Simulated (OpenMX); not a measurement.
Crystal: HfO2.

```xyz
3
Lattice="0.0000 2.5575 2.5575 2.5575 0.0000 2.5575 2.5575 2.5575 0.0000" Properties=species:S:1:pos:R:3 pbc="T T T"
Hf    0.0000    0.0000    0.0000
O     3.8363    3.8363    3.8363
O     1.2788    1.2788    1.2788
```

Measurements of this composition are mostly on another form, of space group No. 14.

Base run:

```yaml
Program: OpenMX 3.8.5
Functional: PBE
Potentials_or_basis: OpenMX 2013 PBE set, Hf7.0-s3p2d2f1, O6.0-s2p2d1, grid cutoff 400 Ry
k_mesh: 9 × 9 × 9
Occupations: fermi-dirac, width 0.05 eV
Spin: no spin polarisation
```

Its results: band gap on the k mesh 3.87 eV, indirect (least direct gap 4.01 eV); pressure -6.5 GPa.

Question: The run is repeated on the same cell with these changes: potentials or basis from OpenMX 2013 PBE set, Hf7.0-s3p2d2f1, O6.0-s2p2d1, grid cutoff 400 Ry to OpenMX 2013 PBE set, Hf7.0-s3p2d2, O6.0-s2p2, grid cutoff 400 Ry. What comes out?

Answer: Band gap on the k mesh 3.59 eV, indirect (least direct gap 3.74 eV); pressure -2.1 GPa.

Caveats: spin-orbit coupling is left out, which moves the levels of the heavy elements; the basis of atomic orbitals isn't converged, which shifts pressures, moduli and gaps.

A k mesh can miss the band edges.

Not every run made on this cell is shown here.
